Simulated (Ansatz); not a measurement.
The system is BaS.

```
CELL_PARAMETERS angstrom
0.00000 3.19375 3.19375
3.19375 0.00000 3.19375
3.19375 3.19375 0.00000
ATOMIC_POSITIONS crystal
Ba 0.00000 0.00000 0.00000
S 0.50000 0.50000 0.50000
```

- Program: Ansatz 0.2.0
- Task: relaxation of cell and atoms
- Functional: PBEsol0
- Potentials or basis: Ansatz PAW
- Cutoff: 420 eV (not typed: the program's choice for these potentials)
- k mesh: 4 × 4 × 4
- Occupations: fermi-dirac, width 0.05 eV
- Spin: no spin polarisation

At the start: volume 32.58 Å³/atom.

Question: Where does the relaxation end?

Answer: It ends after 4 steps and the volume is 31.90 Å³/atom (-2.1 %); space group Fm-3m (No. 225, to 0.05 Å).

Step by step:
| step | energy change (eV) | largest force (eV/Å) | volume (Å³) |
| --- | --- | --- | --- |
| 1 | 0.0000 | 0.0000 | 65.15 |
| 2 | -0.0038 | 0.0000 | 63.29 |
| 3 | -0.0043 | 0.0000 | 63.80 |
| 4 | -0.0043 | 0.0000 | 63.80 |

Final structure:
```
Ba S
1.0
     0.00000    3.17141    3.17141
     3.17141    0.00000    3.17141
     3.17141    3.17141    0.00000
Ba S
1 1
Cartesian
  0.0000 0.0000 0.0000
  3.1714 3.1714 3.1714
```

Caveat: the k mesh is coarse (spacing up to 0.43 Å⁻¹), so the values aren't converged, least of all with exact exchange; the plane-wave basis is chosen anew once the cell has moved, so the energies of steps on either side of that aren't comparable; the PAW data sets come from PBE, with cores solved anew for the run's functional, which leaves a small shift of forces and pressure.
